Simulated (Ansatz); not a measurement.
# Stack of 1T-SnSSe under 1T-PtSSe, shifted by two thirds of the diagonal in a perpendicular field

Aim: how the stack of 1T-SnSSe under 1T-PtSSe, shifted by two thirds of the diagonal screens a field along its normal, and what the field does to its bands. A positive field points along +c.

Main program and level: Ansatz 0.2.0; plane-wave DFT, PBE-D3(BJ), Ansatz PAW.

## Step 1: Set-up

The cell holds 6 atoms: 2 Se, 1 Sn, 2 S and 1 Pt. Its edges and angles: a = 3.723 Å, b = 3.722 Å, c = 45.420 Å, α = 90.0°, β = 90.0°, γ = 120.0°. Regions: layer 1: 1T-SnSSe, 3 atoms (1 Se, 1 Sn and 1 S); layer 2: 1T-PtSSe, 3 atoms (1 Se, 1 Pt and 1 S). Vacuum lies along c.

## Step 2: Relaxation

The starting cell is a guess, so the in-plane lattice and the atoms are relaxed first, with the slab cut off from its images along the normal.

Input file input.yaml:

```yaml
crystal:
  lattice:
    - [3.7225, 0.0, 0.0]
    - [-1.86125, 3.2237795656, 0.0]
    - [0.0, 0.0, 45.4202786646]
  atoms:
    - { symbol: Se, position: [0.6666666667, 0.3333333333, 0.4205170149] }
    - { symbol: Sn, position: [0.0, 0.0, 0.4459119236] }
    - { symbol: S, position: [0.3333333333, 0.6666666667, 0.4656041671] }
    - { symbol: Se, position: [0.3333333333, 0.6666666667, 0.5327547899] }
    - { symbol: Pt, position: [0.6666666667, 0.3333333333, 0.5597907415] }
    - { symbol: S, position: [0.0, 0.0, 0.5794829851] }
  periodic: [true, true, false]
kpoints:
  mp_grid: { grid: [12, 12, 1] }
hamiltonian:
  xc: pbe
  dispersion: d3bj
scf:
  occupations: { method: fermi_dirac, width: 0.05 }
  convergence: { dr2_threshold: 1.0e-09 }
relax:
  f_tol: 0.004
  max_steps: 90
  cell: {}
output:
  write_potential: true
  write_density: true
  volumetric_format: npy
```

Launch:

```console
$ ansatz run input.yaml --threads 2 --pin off --max-ram 4096MiB --backend cpu --events-out ev --progress --plain --runs-dir out
```

Numbers of over 12 decimals in the logs are rounded to 6 here.

Log:

```text
Warning: relax.cell: scf.convergence.dr2_threshold = 1e-9 eV is looser than the 2.02334947118e-10 eV advised for a relaxation that steers and ends on the stress (1e-10 eV for each atom of the cell: 6, times the square of relax.cell.stress_2d_tol = 0.05 N/m over 17.2 Å (the atoms' height at the walk's start and 5 Å past either face), 2.904e-2 GPa, over a crystal's default 0.05). What an SCF threshold leaves in a stress goes as its square root, and in the free energy as the threshold itself, and one threshold admits the most on a small cell: [figures from the program's tests cut] Set scf.convergence.dr2_threshold to 2.02334947118e-10 eV or tighter. [rest of the remark cut]
Engine: ansatz 0.2.0, x86_64-unknown-linux-gnu
Pseudopotentials: kind: paw
Pseudopotential: Se, paw, valence charge 16, recommended cutoff 420 eV (normal), Se.paw.azcp
Pseudopotential: Sn, paw, valence charge 14, recommended cutoff 420 eV (normal), Sn.paw.azcp
Pseudopotential: S, paw, valence charge 6, recommended cutoff 420 eV (normal), S.paw.azcp
Pseudopotential: Pt, paw, valence charge 18, recommended cutoff 420 eV (normal), Pt.paw.azcp
Functional definition: PBE
  parameter kappa = 0.804
  parameter beta = 0.066725
  exchange = pbe_x(kappa = kappa, mu = beta*pi^2/3)
  correlation = pbe_c(beta = beta)
Crystal: 6 atoms, lattice volume = 545.067 Å³
Basis set: ecut = 420 eV, 10723 PW (Γ), exchange–correlation on 50×50×640 points (8 copies of the dense FFT grid, shifted against one another)
Bands: 46, of which v1, the nominal top of the filled ones, is band 38 counted from 1 (37 counted from 0)
Symmetry: 6 space group operations
Space group: P3m1 (ITA 156), of the structure as read, at distance tolerance 8.2e-5 Å
k-points: 19 of 144 (time reversal used)
Non-local potential: Se, projectors of the file, l = 0: 2, l = 1: 2, l = 2: 3, l = 3: 1
Non-local potential: Sn, projectors of the file, l = 0: 2, l = 1: 2, l = 2: 2, l = 3: 2
Non-local potential: S, projectors of the file, l = 0: 2, l = 1: 2, l = 2: 2
Non-local potential: Pt, projectors of the file, l = 0: 3, l = 1: 2, l = 2: 2, l = 3: 1
PAW form: soft (Blöchl's): semilocal exchange-correlation on the pseudo side does not see the compensation charge
PAW one-centre angular grid: Se, 590 points (default); XC on 64 Gauss nodes
PAW one-centre angular grid: Sn, 590 points (default); XC on 64 Gauss nodes
PAW one-centre angular grid: S, 110 points (default); XC on 64 Gauss nodes
PAW one-centre angular grid: Pt, 590 points (default); XC on 64 Gauss nodes
Initial density: superposition of atomic densities (neutral atoms: chi_scale 0, normalization atom), corrected by the library's trained network
Initial wavefunctions: pseudopotential atomic-orbital guess
Functional: x = pbe(κ = 0.804, μ = 0.219515), c = pbe(β = 0.066725)
SCF iter   1: F=—  HF=-31289.685440 eV  |F-HF|=—  |Δ(HF+E_count)|=         —  Δρ=2.56e-3  dr2=1.07e-1  ethr=1.77e-3  ⟨swp⟩=20.1  Hψ=6571  notcnv=0  defer=8
preconditioner: auto → Resta (q_TF=auto, 1.965 Å⁻¹)  ε∞=1.9  [insulator: Δε(μ)=0.681 eV  Ē_g=10.106 eV  σ=0.050 eV  W_gap=1.00  n_scr=46 (ndim 8)  ℏωp=9.8 eV  f_vac=0.762  D(μ)=0.00/eV (n_scr^D=0)  ε∞_Penn≈1.9  vacuum switching on, ρ_ref=7.4e-3 e/Å³]
SCF iter   2: F=—  HF=-31289.679728 eV  |F-HF|=—  |Δ(HF+E_count)|=   5.71e-3  Δρ=2.17e-3  dr2=1.69e-1  ethr=1.41e-4  ⟨swp⟩=4.6  Hψ=2157  notcnv=0  defer=33
preconditioner: auto → LDOS  [insulator: Δε(μ)=0.178 eV  Ē_g=9.970 eV  σ=0.050 eV  W_gap=0.55  n_scr=46 (ndim 8)  ℏωp=9.8 eV  f_vac=0.762  D(μ)=0.18/eV (n_scr^D=2)  ε∞_Penn≈2.0  β→1.0]
SCF iter   3: F=—  HF=-31289.678397 eV  |F-HF|=—  |Δ(HF+E_count)|=   1.33e-3  Δρ=1.79e-3  dr2=8.37e-2  ethr=1.41e-4  ⟨swp⟩=4.2  Hψ=1670  notcnv=0  defer=33
SCF iter   4: F=—  HF=-31289.665739 eV  |F-HF|=—  |Δ(HF+E_count)|=   1.27e-2  Δρ=5.19e-4  dr2=5.22e-3  ethr=1.10e-4  ⟨swp⟩=2.6  Hψ=1431  notcnv=0  defer=35
SCF iter   5: F=—  HF=-31289.664805 eV  |F-HF|=—  |Δ(HF+E_count)|=   9.34e-4  Δρ=1.57e-4  dr2=6.45e-4  ethr=6.87e-6  ⟨swp⟩=3.2  Hψ=1529  notcnv=0  defer=35
SCF iter   6: F=—  HF=-31289.664730 eV  |F-HF|=—  |Δ(HF+E_count)|=   7.46e-5  Δρ=4.43e-5  dr2=1.91e-5  ethr=8.48e-7  ⟨swp⟩=3.0  Hψ=1510  notcnv=0  defer=35
SCF iter   7: F=—  HF=-31289.664742 eV  |F-HF|=—  |Δ(HF+E_count)|=   1.16e-5  Δρ=1.63e-5  dr2=2.85e-6  ethr=2.52e-8  ⟨swp⟩=3.3  Hψ=1918  notcnv=0  defer=35
SCF iter   8: F=—  HF=-31289.664832 eV  |F-HF|=—  |Δ(HF+E_count)|=   9.01e-5  Δρ=7.70e-6  dr2=1.91e-6  ethr=3.75e-9  ⟨swp⟩=3.4  Hψ=1866  notcnv=0  defer=35
SCF iter   9: F=—  HF=-31289.664832 eV  |F-HF|=—  |Δ(HF+E_count)|=   2.00e-7  Δρ=2.88e-6  dr2=6.74e-8  ethr=2.52e-9  ⟨swp⟩=2.7  Hψ=1177  notcnv=0  defer=35
SCF iter  10: F=—  HF=-31289.664832 eV  |F-HF|=—  |Δ(HF+E_count)|=   3.62e-8  Δρ=1.30e-6  dr2=1.43e-8  ethr=8.87e-11  ⟨swp⟩=3.3  Hψ=1785  notcnv=0  defer=35
SCF iter  11: F=-31289.664832 eV  HF=-31289.664832 eV  |F-HF|=3.72e-9  |Δ(HF+E_count)|=   5.90e-9  Δρ=4.60e-7  dr2=7.34e-10  ethr=1.32e-12  ⟨swp⟩=11.6  Hψ=7744  notcnv=0
SCF 1 converged in 11 iterations: F = -31289.664832 eV  dr2 = 7.34e-10
  greatest PAW one-centre occupation: 1.000 electrons in one spin orbital (limit 2), on the Pt atom at site 4 (counted from 0), in its partial waves of l = 0
relax step   1: F+E_penalty+E_count = -31289.66483167 eV  Δ(F+E_penalty+E_count) = +0.000e0 eV  max|allowed force component| = 5.821e0 eV/Å  Δτ_max = 0.0000 Å  P = +26.813 N/m  Ω = 545.067 Å³  fix = [c, alpha, beta]  reactions: c +0.000 N/m  (11 SCF iters, accepted)
Crystal: 6 atoms, lattice volume = 554.585 Å³
Basis set: ecut = 420 eV, 10891 PW (Γ), exchange–correlation on 50×50×640 points (8 copies of the dense FFT grid, shifted against one another)
Initial density: handed on by an earlier stage of this run
Initial wavefunctions: those handed on with the density
iter 1 solved again at ethr=2.39e-4 eV; its pass at ethr=3.10e-3 eV (dr2=1.82e-1 eV) is discarded
SCF iter   1: F=—  HF=-31291.648792 eV  |F-HF|=—  |Δ(HF+E_count)|=         —  Δρ=4.53e-3  dr2=1.78e-1  ethr=2.39e-4  ⟨swp⟩=4.3  Hψ=6138  notcnv=0
preconditioner: auto → LDOS  [insulator: Δε(μ)=0.200 eV  Ē_g=9.675 eV  σ=0.050 eV  W_gap=0.72  n_scr=58 (ndim 8)  ℏωp=9.7 eV  f_vac=0.757  D(μ)=0.44/eV (n_scr^D=4)  ε∞_Penn≈2.0  β→1.0]
SCF iter   2: F=—  HF=-31291.726181 eV  |F-HF|=—  |Δ(HF+E_count)|=   7.74e-2  Δρ=5.93e-3  dr2=6.66e-1  ethr=2.35e-4  ⟨swp⟩=6.6  Hψ=2853  notcnv=0  defer=10  recentre
SCF iter   3: F=—  HF=-31291.618316 eV  |F-HF|=—  |Δ(HF+E_count)|=   1.08e-1  Δρ=1.89e-3  dr2=3.16e-2  ethr=2.35e-4  ⟨swp⟩=4.5  Hψ=1833  notcnv=0  defer=38
[...]
relax step   4: F+E_penalty+E_count = -31292.94354196 eV  Δ(F+E_penalty+E_count) = -4.217e-1 eV  max|allowed force component| = 7.612e-1 eV/Å  Δτ_max = 0.1945 Å  P = +0.302 N/m  Ω = 556.286 Å³  energy of the carried Pulay correction = -1.006e-3 eV  fix = [c, alpha, beta]  reactions: c +0.000 N/m  (11 SCF iters, accepted)
[...]
relax step   5: F+E_penalty+E_count = -31293.18780370 eV  Δ(F+E_penalty+E_count) = -2.443e-1 eV  max|allowed force component| = 3.263e-1 eV/Å  Δτ_max = 0.2000 Å  P = -1.171 N/m  Ω = 548.858 Å³  energy of the carried Pulay correction = -3.423e-4 eV  fix = [c, alpha, beta]  reactions: c -0.000 N/m  (10 SCF iters, accepted)
[...]
relax step   6: F+E_penalty+E_count = -31293.31224721 eV  Δ(F+E_penalty+E_count) = -1.244e-1 eV  max|allowed force component| = 2.163e-1 eV/Å  Δτ_max = 0.1948 Å  P = -0.444 N/m  Ω = 535.851 Å³  energy of the carried Pulay correction = +8.422e-4 eV  fix = [c, alpha, beta]  reactions: c -0.000 N/m  (11 SCF iters, accepted)
[...]
relax step   7: F+E_penalty+E_count = -31293.35045559 eV  Δ(F+E_penalty+E_count) = -3.821e-2 eV  max|allowed force component| = 7.511e-2 eV/Å  Δτ_max = 0.1939 Å  P = -0.084 N/m  Ω = 533.860 Å³  energy of the carried Pulay correction = +1.026e-3 eV  fix = [c, alpha, beta]  reactions: c -0.000 N/m  (12 SCF iters, accepted)
[...]
relax step   8: F+E_penalty+E_count = -31293.35068328 eV  Δ(F+E_penalty+E_count) = -2.277e-4 eV  max|allowed force component| = 5.374e-2 eV/Å  Δτ_max = 0.0083 Å  P = -0.185 N/m  Ω = 533.124 Å³  energy of the carried Pulay correction = +1.094e-3 eV  fix = [c, alpha, beta]  reactions: c -0.000 N/m  (9 SCF iters, accepted)
[...]
relax step   9: F+E_penalty+E_count = -31293.35089794 eV  Δ(F+E_penalty+E_count) = -2.147e-4 eV  max|allowed force component| = 1.702e-3 eV/Å  Δτ_max = 0.0045 Å  P = -0.015 N/m  Ω = 532.952 Å³  energy of the carried Pulay correction = +1.110e-3 eV  fix = [c, alpha, beta]  reactions: c -0.000 N/m  (9 SCF iters, accepted)
Initial wavefunctions: pseudopotential atomic-orbital guess (no wavefunctions were taken with the density)
iter 1 solved again at ethr=5.77e-7 eV; its pass at ethr=3.10e-3 eV (dr2=4.39e-4 eV) is discarded
SCF iter   1: F=—  HF=-31293.350247 eV  |F-HF|=—  |Δ(HF+E_count)|=         —  Δρ=1.61e-5  dr2=2.31e-7  ethr=5.77e-7  ⟨swp⟩=5.5  Hψ=9267  notcnv=0
eigensolver tolerance schedule: the retry pair's looser diagonalisation over-reported the residual by 1902.04 of it (diagonalisation noise at 0.55 of the residual, at the tolerance the schedule requests for it); recorded, not acted on — ethr = c·dr2/N_el stays at c = 1.0e-1
preconditioner: auto → LDOS  [insulator: Δε(μ)=0.333 eV  Ē_g=9.107 eV  σ=0.050 eV  W_gap=0.90  n_scr=34 (ndim 8)  ℏωp=9.9 eV  f_vac=0.723  D(μ)=0.16/eV (n_scr^D=2)  ε∞_Penn≈2.2  β→1.0]
SCF iter   2: F=—  HF=-31293.350239 eV  |F-HF|=—  |Δ(HF+E_count)|=   7.89e-6  Δρ=4.61e-6  dr2=1.53e-7  ethr=3.03e-10  ⟨swp⟩=5.2  Hψ=3049  notcnv=0
SCF iter   3: F=—  HF=-31293.350239 eV  |F-HF|=—  |Δ(HF+E_count)|=   4.59e-8  Δρ=1.87e-6  dr2=7.42e-8  ethr=2.02e-10  ⟨swp⟩=2.7  Hψ=1711  notcnv=0
SCF iter   4: F=—  HF=-31293.350239 eV  |F-HF|=—  |Δ(HF+E_count)|=   6.09e-9  Δρ=6.51e-7  dr2=7.33e-9  ethr=9.76e-11  ⟨swp⟩=2.6  Hψ=1320  notcnv=0
SCF iter   5: F=-31293.350239 eV  HF=-31293.350239 eV  |F-HF|=8.73e-10  |Δ(HF+E_count)|=  1.16e-10  Δρ=2.12e-7  dr2=5.73e-10  ethr=1.32e-12  ⟨swp⟩=14.5  Hψ=8073  notcnv=0
SCF 10 converged in 5 iterations: F = -31293.350239 eV  dr2 = 5.73e-10
relax step  10: F+E_penalty+E_count = -31293.35023920 eV  Δ(F+E_penalty+E_count) = +6.587e-4 eV  max|allowed force component| = 1.622e-3 eV/Å  Δτ_max = 0.0000 Å  P = -0.042 N/m  Ω = 532.952 Å³  fix = [c, alpha, beta]  reactions: c -0.000 N/m  stress off target by 4.19e-2 N/m on what of the cell is left free  SCF on the basis re-selected at this cell (its energy is not comparable with the rows above)  (5 SCF iters)
basis re-selected at this cell: Δ(F+E_penalty+E_count) = +6.587e-4 eV, ΔP = -0.027 N/m vs the last step (what re-selecting the basis moved, of the pressure what is left beyond the Pulay correction that the steps carried, after the strain that the cell walked since its last selection, with what the two solves' SCF thresholds leave and, on support functions, any second-order correction that the steps lacked; it is no m [...]
WARN: The output density's exchange-correlation potential varies sharply where the density is thin. Do not read a vacuum level from v_tot or v_xc, or from such a field of the output density. On a cell that repeats whose density bears no net charge and no dipole along the vacuum's axis use v_es (v_loc + v_h of the components); under efield.dipole_correction with no amplitude use v_es + v_field, which holds any externa [...]
SCF converged after 5 iterations
Free energy (F): -31293.350239 eV
Harris-Foulkes:  -31293.350239 eV  (|F-HF|=8.73e-10)
Internal energy: -31293.348209 eV  (E = F + TS)
E sigma→0 (E₀):  -31293.349224 eV
Entropy (-TS):   -0.002030 eV (-0.338 meV/atom)
Fermi energy:    -5.606964 eV
--- Per-component energies (eV) ---
  E_band       = -2315.586651
  E_kinetic    = 1273.543273
  E_local      = -339810.512213  (includes V_loc(G=0)·N_el)
  E_nonlocal   = -965.677982
  E_hartree    = 169089.765741
  E_xc         = -1044.706509
  E_vxc        = -767.566498  (∫ρ·V_xc dr)
  E_paw        = -18619.102334  (= ΣΔE_a)
  E_vpaw       = -224.910038  (= ΣTr[D̂ρ^β])
  E_aug_tail   = -0.000987  (compensation charges beyond the density's cutoff)
  E_ewald      = 158785.133989
  E_disp       = -1.791188  (pairwise vdW)
  E_smearing   = -0.002030  (= −TS)
  E_closure    = 0.000000  (closes the sum)
  Σ components = -31293.350239   (vs F -31293.350239, Δ=0.00e0)
--- Forces (eV/Å), atoms counted from 1 ---
  atom   1  Se     0.00000000     0.00000000    -0.00135660
  atom   2  Sn    -0.00000000     0.00000000     0.00010824
  atom   3  S     -0.00000000    -0.00000000     0.00147890
  atom   4  Se    -0.00000000     0.00000000     0.00162149
  atom   5  Pt     0.00000000     0.00000000    -0.00098886
  atom   6  S      0.00000000     0.00000000    -0.00086768
  max |Σ_I F_I| component: 4.51e-6 eV/Å
--- 2D stress c σ (N/m, compression-positive) ---
       -0.041939      -0.000000      -0.000000
       -0.000000      -0.041939      -0.000000
       -0.000000      -0.000000      -0.000000
  P = ½ c Tr σ = -0.0419 N/m
--- Band table (eV; the first three rows and the last of 19) ---
  k-point 0: bands = [... 34 lower, -6.2804, -6.2804, -6.0698, -6.0698, -4.4208, -2.9020, -2.8375, -2.8375, ... 4 higher]
  k-point 1: bands = [... 34 lower, -6.3117, -6.2698, -6.0514, -5.9400, -4.1013, -3.2885, -2.9512, -2.4589, ... 4 higher]
  k-point 2: bands = [... 34 lower, -6.4128, -6.1080, -6.0873, -5.8643, -4.0663, -3.8971, -3.1594, -2.1978, ... 4 higher]
  k-point 18: bands = [... 34 lower, -7.6651, -7.4287, -6.8205, -6.6257, -4.5313, -4.1337, -3.7077, -1.1379, ... 4 higher]
  the weakly bound empty levels are not read free of the cell's end (no_gap_told)
--- Relaxed structure (9 steps of the walk, 9 accepted, 1 SCFs on fresh bases) ---
  F+E_penalty+E_count = -31293.35023920 eV   max|allowed force component| = 1.622e-3 eV/Å   (the final SCF, on the basis selected at the relaxed cell)
  cell:  # Å, volume = 532.9519 Å³
    - [3.680898, -1.539581181862468e-18, 0]
    - [-1.840449, 3.187751, 0]
    - [0, 0, 45.4202786646]
  atoms:
    - { symbol: Se, position: [0.666667, 0.333333, 0.395039] }
    - { symbol: Sn, position: [-1.9943467056259998e-17, 0, 0.431190] }
    - { symbol: S, position: [0.333333, 0.666667, 0.463899] }
    - { symbol: Se, position: [0.333333, 0.666667, 0.543296] }
    - { symbol: Pt, position: [0.666667, 0.333333, 0.572235] }
    - { symbol: S, position: [2.5629728198172898e-17, 0, 0.598403] }
```

Elapsed: 9.1 min, on 2 threads of Intel Xeon at 2.50GHz (Skylake/Cascade Lake), shared host; peak memory 0.98 GiB.

Relaxation path:

```
step  energy less that of the first step (eV)  largest force component (eV/Å)  volume (Å³)
   1                                   0.0000                          5.8206       545.07
   2                                  -1.9497                          3.0712       554.59
   3                                  -2.8570                          1.6462       557.08
   4                                  -3.2787                          0.7612       556.29
   5                                  -3.5230                          0.3263       548.86
   6                                  -3.6474                          0.2163       535.85
   7                                  -3.6856                          0.0751       533.86
   8                                  -3.6859                          0.0537       533.12
   9                                  -3.6861                          0.0017       532.95
 10*                                  -3.6854                          0.0016       532.95
```

Relaxation steps marked * repeat the geometry before them on a plane-wave basis chosen anew for their cell, so energy and pressure can jump there.

Forces are held to the 6 operations that the run works with; a distortion that breaks them can't arise in this run.

| cell as run | before | after | change |
| --- | --- | --- | --- |
| a (Å) | 3.723 | 3.681 | -1.1 % |
| b (Å) | 3.722 | 3.681 | -1.1 % |

The atoms that moved most (Å, along periodic axes as changes of fractional coordinates times the final cell, across vacuum about the mean position):

| atom | dx | dy | dz | length |
| --- | --- | --- | --- | --- |
| Se1 | 0.000 | 0.000 | -1.157 | 1.157 |
| S6 | 0.000 | 0.000 | 0.859 | 0.859 |
| Sn2 | 0.000 | 0.000 | -0.669 | 0.669 |
| Pt5 | 0.000 | 0.000 | 0.565 | 0.565 |
| Se4 | 0.000 | 0.000 | 0.479 | 0.479 |
| S3 | 0.000 | 0.000 | -0.077 | 0.077 |

The relaxed structure:

```xyz
6
Lattice="3.6809 0.0000 0.0000 -1.8404 3.1878 0.0000 0.0000 0.0000 45.4203" Properties=species:S:1:pos:R:3
Se    1.8404    1.0626   17.9428
Sn    0.0000    0.0000   19.5848
S     0.0000    2.1252   21.0704
Se    0.0000    2.1252   24.6766
Pt    1.8404    1.0626   25.9911
S     0.0000    0.0000   27.1796
```

This step gave:

```
energy at zero smearing : -31293.3492 eV
```

The lattice constant a goes from 3.723 to 3.681 Å.

(Continued in part 2 of 2.)

[Logs are printed without paths, hosts, clocks, repeated set-up lines and the standing remarks that a program may print on its own settings, such as how far it seeks lower states.]

[Hosts, paths, dates, database ids (printed as entryN), source tags and the programs' standing remarks are cut or masked in the printed files.]

[Maps of the electrostatic potential energy from Ansatz leave out the sawtooth potential of an applied field or a dipole correction, so their vacuum need not be flat; planar profiles and work functions include it.]
